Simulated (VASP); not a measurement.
# ZnSe (Stilleite) (F-43m) in VASP: further runs

Runs on ZnSe (Stilleite). Level: PBE+D3(BJ). Tasks: relaxation of the atoms.

Everything below comes from runs of VASP 6.6.1. Logs are shortened: lines on timing, memory, paths and dates and some standing lists are left out, and cuts for length are marked.

**1. The undisturbed crystal**

It takes space group F-43m (No. 216, cubic). The conventional cell has a = 5.668 Å, b = 5.668 Å, c = 5.668 Å, α = 90.00°, β = 90.00°, γ = 90.00°. Zn (site symmetry -43m) has 4 Se at 2.45 Å as nearest neighbours. Se (site symmetry -43m) has 4 Zn at 2.45 Å as nearest neighbours.

**2. Relaxation of the atoms, PBE+D3(BJ) (a relaxed cell with its volume scaled by 1.04)**

INCAR reads:

```
ALGO = Normal
EDIFF = 1E-7
EDIFFG = -0.01
ENCUT = 600
GGA = PE
IBRION = 2
ISIF = 2
ISMEAR = 0
IVDW = 12
LASPH = T
LCHARG = F
LREAL = F
LWAVE = F
NELM = 80
NSW = 40
PREC = Accurate
SIGMA = 0.03
```

KPOINTS reads:

```
k-points
0
Gamma
  8 8 8
```

POSCAR reads:

```
ZnSe                                    
1.0
    0.0000000000      2.8684796647      2.8684796647
    2.8684796647     -0.0000000000      2.8684796647
    2.8684796647      2.8684796647      0.0000000000
  Zn              Se            
     1     1
Direct
     1.0000000000000000    1.0000000000000000    1.0000000000000000
     0.2500000000000000    0.2500000000000000    0.2500000000000000
```

Potentials or basis: VASP PAW PBE potentials, release 64 (Zn, Se).

Started as:

```bash
$ cat potpaw_PBE.64/Zn/POTCAR potpaw_PBE.64/Se/POTCAR > POTCAR
$ mpirun -np 1 vasp_std > vasp.out
```

OUTCAR:

```text
EDIFF = 1E-7
   EDIFFG = -0.01
   ENCUT = 600
   GGA = PE
   IBRION = 2
   ISIF = 2
   ISMEAR = 0
   IVDW = 12
   LASPH = T
   LREAL = F
   NELM = 80
   NSW = 40
   PREC = Accurate
 IVDW          = 12

 ion  position               nearest neighbor table
   1  0.000  0.000  0.000-   2 2.48   2 2.48   2 2.48   2 2.48
   2  0.250  0.250  0.250-   1 2.48   1 2.48   1 2.48   1 2.48

  LATTYP: Found a face centered cubic cell.
 ALAT       =     5.7369593294

  Lattice vectors:

 A1 = (   0.0000000000,   2.8684796647,   2.8684796647)
 A2 = (   2.8684796647,   0.0000000000,   2.8684796647)
 A3 = (   2.8684796647,   2.8684796647,   0.0000000000)

Analysis of symmetry for initial positions (statically):
=====================================================================
 Subroutine PRICEL returns:
 Original cell was already a primitive cell.

 Routine SETGRP: Setting up the symmetry group for a
 face centered cubic supercell.

 Subroutine GETGRP returns: Found 24 space group operations
 (whereof 24 operations were pure point group operations)
 out of a pool of 48 trial point group operations.

The static configuration has the point symmetry T_d .

Analysis of symmetry for dynamics (positions and initial velocities):
=====================================================================
 Subroutine PRICEL returns:
 Original cell was already a primitive cell.

 Routine SETGRP: Setting up the symmetry group for a
 face centered cubic supercell.

 Subroutine GETGRP returns: Found 24 space group operations
 (whereof 24 operations were pure point group operations)
 out of a pool of 48 trial point group operations.

The dynamic configuration has the point symmetry T_d .

 Subroutine INISYM returns: Found 24 space group operations
 (whereof 24 operations are pure point group operations),
 and found     1 'primitive' translations

----------------------------------------------------------------------------------------

                                     Primitive cell

  volume of cell :      47.2047

  direct lattice vectors                    reciprocal lattice vectors
     0.000000000  2.868479665  2.868479665    -0.174308365  0.174308365  0.174308365
     2.868479665  0.000000000  2.868479665     0.174308365 -0.174308365  0.174308365
     2.868479665  2.868479665  0.000000000     0.174308365  0.174308365 -0.174308365

  length of vectors
     4.056642845  4.056642845  4.056642845     0.301910944  0.301910944  0.301910944

  position of ions in fractional coordinates (direct lattice)
     0.000000000  0.000000000  0.000000000
     0.250000000  0.250000000  0.250000000

  ion indices of the primitive-cell ions
   primitive index   ion index
                 1           1
                 2           2

----------------------------------------------------------------------------------------

 KPOINTS: k-points

Automatic generation of k-mesh.
 Grid dimensions read from file:
 generate k-points for:    8    8    8

 Generating k-lattice:

  Cartesian coordinates                     Fractional coordinates (reciprocal lattice)
    -0.021788546  0.021788546  0.021788546     0.125000000  0.000000000  0.000000000
     0.021788546 -0.021788546  0.021788546     0.000000000  0.125000000  0.000000000
     0.021788546  0.021788546 -0.021788546     0.000000000  0.000000000  0.125000000

  Length of vectors
     0.037738868  0.037738868  0.037738868

  Shift w.r.t. Gamma in fractional coordinates (k-lattice)
     0.000000000  0.000000000  0.000000000

 Subroutine IBZKPT returns following result:
 ===========================================

 Found     29 irreducible k-points:

 Following reciprocal coordinates:
            Coordinates               Weight
  0.000000  0.000000  0.000000      1.000000
  0.125000  0.000000  0.000000      8.000000
  0.250000  0.000000  0.000000      8.000000
  0.375000  0.000000  0.000000      8.000000
  0.500000  0.000000  0.000000      4.000000
  0.125000  0.125000  0.000000      6.000000
[... 16 lines left out ...]
  0.500000  0.250000  0.125000     48.000000
 -0.375000  0.250000  0.125000     24.000000
 [... further k-points ...]
   k-points           NKPTS =     29   k-points in BZ     NKDIM =     29   number of bands    NBANDS=     13
   number of dos      NEDOS =    301   number of ions     NIONS =      2
   total plane-waves  NPLWV =  32768
   dimension x,y,z NGX =    32 NGY =   32 NGZ =   32
   dimension x,y,z NGXF=    64 NGYF=   64 NGZF=   64
   ions per type =               1   1
   NGX,Y,Z   is equivalent  to a cutoff of  13.11, 13.11, 13.11 a.u.
   NGXF,Y,Z  is equivalent  to a cutoff of  26.23, 26.23, 26.23 a.u.
 SYSTEM =  unknown system
   PREC   = accura    normal or accurate (medium, high low for compatibility)
   ISTART =      0    job   : 0-new  1-cont  2-samecut
   ICHARG =      2    charge: 1-file 2-atom 10-const
   ISPIN  =      1    spin polarized calculation?
   LNONCOLLINEAR =      F non collinear calculations
   LSORBIT =      F    spin-orbit coupling
   LASPH  =      T    aspherical Exc in radial PAW
   ENCUT  =  600.0 eV  44.10 Ry    6.64 a.u.   8.10  8.10  8.10*2*pi/ulx,y,z
   NELM   =     80;   NELMIN=  2; NELMDL= -5     # of ELM steps
   EDIFF  = 0.1E-06   stopping-criterion for ELM
   LREAL  =      F    real-space projection
   EDIFFG = -.1E-01   stopping-criterion for IOM
   NSW    =     40    number of steps for IOM
   IBRION =      2    ionic relax: 0-MD 1-quasi-New 2-CG
   NFREE  =      1    steps in history (QN), initial steepest desc. (CG)
   ISIF   =      2    stress and relaxation
   ISYM   =      2    0-nonsym 1-usesym 2-fastsym
   POTIM  = 0.5000    time-step for ionic-motion
   TEBEG  =    0.0;   TEEND  =   0.0 temperature during run
   PSTRESS=    0.0 pullay stress
   NELECT =      18.0000    total number of electrons
   NUPDOWN=      -1.0000    fix difference up-down
   EMIN   =  10.00;   EMAX   =-10.00  energy-range for DOS
   EFERMI =   0.00;   METHOD = LEGACY
   ISMEAR =     0;   SIGMA  =   0.03  broadening in eV -4-tet -1-fermi 0-gaus
   EFERMI_NEDOS =   21; number of points for ismear=-14 and -15
   IALGO  =     38    algorithm
   IMIX   =      4    mixing-type and parameters
     AMIX     =   0.40;   BMIX     =  1.00
     AMIX_MAG =   1.60;   BMIX_MAG =  1.00
  volume/ion in A,a.u.               =      23.60       159.28
  Fermi-wavevector in a.u.,A,eV,Ry     =   1.187145  2.243379 19.174882  1.409314
  Thomas-Fermi vector in A             =   2.323303
   LORBIT       =      0    0 simple, 1 ext, 2 COOP (PROOUT), +10 PAW based schemes
   GGA     = PE    functional components
   LHFCALC =     F    Hartree Fock is set to
   AEXX    =    0.0000 exact exchange contribution
   IVDW    =    12    specifies the selected vdW correction
   LEPSILON=     F    determine dielectric tensor
   LRPA    =     F    only Hartree local field effects (RPA)
 conjugate gradient relaxation of ions
 non-spin polarized calculation
 Gauss-broadening in eV      SIGMA  =   0.03
  energy-cutoff  :      600.00
  volume of cell :       47.20
 maximum number of plane-waves:      1604
   NGX = 17   NGY = 17   NGZ = 17

 number of electron      18.0000014 magnetization

 Free energy of the ion-electron system (eV)
  ---------------------------------------------------
  ext. energy  EPLUGINS =         0.00000000
  ---------------------------------------------------
  free energy    TOTEN  =        -6.03233773 eV

  energy without entropy =       -6.03233773  energy(sigma->0) =       -6.03233773

 E-fermi :   1.4464     XC(G=0):  -9.1559

 val. band max:        1.3069635352   @ k =   0.0000   0.0000   0.0000
 cond. band min:       2.4520775042   @ k =   0.0000   0.0000   0.0000
 fundamental gap:      1.1451139690
 Fermi energy:         1.4463647836

 k-point     1 :       0.0000    0.0000    0.0000
  band No.  band energies     occupation
      1     -11.7248      2.00000
      2      -5.1137      2.00000
      3      -5.1137      2.00000
      4      -5.1137      2.00000
      5      -4.7763      2.00000
      6      -4.7763      2.00000
      7       1.3070      2.00000
      8       1.3070      2.00000
      9       1.3070      2.00000
     10       2.4521      0.00000
     11       7.1170      0.00000
     12       7.1170      0.00000
     13       7.1170      0.00000

 k-point     2 :       0.1250    0.0000    0.0000
  band No.  band energies     occupation
      1     -11.6311      2.00000
      2      -5.1047      2.00000
      3      -5.0991      2.00000
      4      -5.0991      2.00000
      5      -4.7775      2.00000
      6      -4.7775      2.00000
      7       0.0111      2.00000
      8       1.1650      2.00000
      9       1.1650      2.00000
     10       3.4481      0.00000
     11       7.0359      0.00000
     12       7.3588      0.00000
     13       7.3588      0.00000

 k-point     3 :       0.2500    0.0000    0.0000
  band No.  band energies     occupation
      1     -11.3888      2.00000
      2      -5.0671      2.00000
      3      -5.0671      2.00000
      4      -5.0463      2.00000
      5      -4.7760      2.00000
      6      -4.7760      2.00000
      7      -1.6486      2.00000
      8       0.8601      2.00000
      9       0.8601      2.00000
     10       3.9579      0.00000
     11       7.7258      0.00000
     12       7.7258      0.00000
     13       7.7726      0.00000
[... 305 lines left out ...]
 k-point    23 :       0.5000    0.2500    0.1250
  band No.  band energies     occupation
      1     -10.9749      2.00000
      2      -5.0226      2.00000
      3      -4.9965      2.00000
      4      -4.8680      2.00000
      5      -4.7644      2.00000
      6      -4.7126      2.00000
      7      -2.8932      2.00000
      8      -0.8437      2.00000
      9       0.1004      2.00000
     10       5.4521      0.00000
     11       6.8561      0.00000
     12       7.9712      0.00000
     13       9.4634      0.00000

 k-point    24 :      -0.3750    0.2500    0.1250
  band No.  band energies     occupation
      1     -10.8754      2.00000
      2      -5.0158      2.00000
      3      -4.9840      2.00000
      4      -4.8029      2.00000
      5      -4.7693      2.00000
      6      -4.5836      2.00000
      7      -3.3847      2.00000
      8      -0.9786      2.00000
      9      -0.0682      2.00000
     10       5.4261      0.00000
     11       6.8825      0.00000
     12       8.6217      0.00000
     13       9.8590      0.00000

 [... further k-points ...]

------------------------ aborting loop because EDIFF is reached ----------------------------------------

 Edisp (eV)   -0.61881

 E8    (eV) :    -0.2583

  FORCE on cell =-STRESS in cart. coord.  units (eV):
  Direction    XX          YY          ZZ          XY          YZ          ZX
  --------------------------------------------------------------------------------------
  -------------------------------------------------------------------------------------
  Total      -0.67230    -0.67230    -0.67230    -0.00000    -0.00000     0.00000
  in kB     -22.81866   -22.81866   -22.81866    -0.00000    -0.00000     0.00000
  external pressure =      -22.82 kB  Pullay stress =        0.00 kB

 VOLUME and BASIS-vectors are now :
 -----------------------------------------------------------------------------
  energy-cutoff  :      600.00
  volume of cell :       47.20
      direct lattice vectors                 reciprocal lattice vectors
     0.000000000  2.868479665  2.868479665    -0.174308365  0.174308365  0.174308365
     2.868479665  0.000000000  2.868479665     0.174308365 -0.174308365  0.174308365
     2.868479665  2.868479665  0.000000000     0.174308365  0.174308365 -0.174308365

 POSITION                                       TOTAL-FORCE (eV/Angst)
 -----------------------------------------------------------------------------------
      0.00000      0.00000      0.00000        -0.000000     -0.000000     -0.000000
      1.43424      1.43424      1.43424         0.000000      0.000000      0.000000
 -----------------------------------------------------------------------------------
    total drift:                                0.000000      0.000000      0.000000

  FREE ENERGIE OF THE ION-ELECTRON SYSTEM (eV)
  ---------------------------------------------------
  free  energy   TOTEN  =        -6.6511487839 eV

  energy  without entropy=       -6.6511487839  energy(sigma->0) =       -6.65114878

 reached required accuracy - stopping structural energy minimisation
```

Wall time 7.9 s (1 thread of Intel Xeon 6975P-C (Granite Rapids), shared host); peak memory 0.19 GiB.

Results:

| Property | Result |
| --- | --- |
| Free energy | -6.6511 eV |
| Pressure after relaxing | -2.3 GPa |
| Band gap on the k mesh | 1.15 eV, direct |
| Dispersion energy per atom | -0.309 eV |

Final structure:
```yaml
crystal:
  lattice:
    - [0.00000, 2.86848, 2.86848]
    - [2.86848, 0.00000, 2.86848]
    - [2.86848, 2.86848, 0.00000]
  atoms:
    - { symbol: Zn, position: [0.00000, 0.00000, 0.00000] }
    - { symbol: Se, position: [0.25000, 0.25000, 0.25000] }
```

Caveat: the relaxation stopped at its first step, so nothing moved.

(Continued in part 2 of 2.)
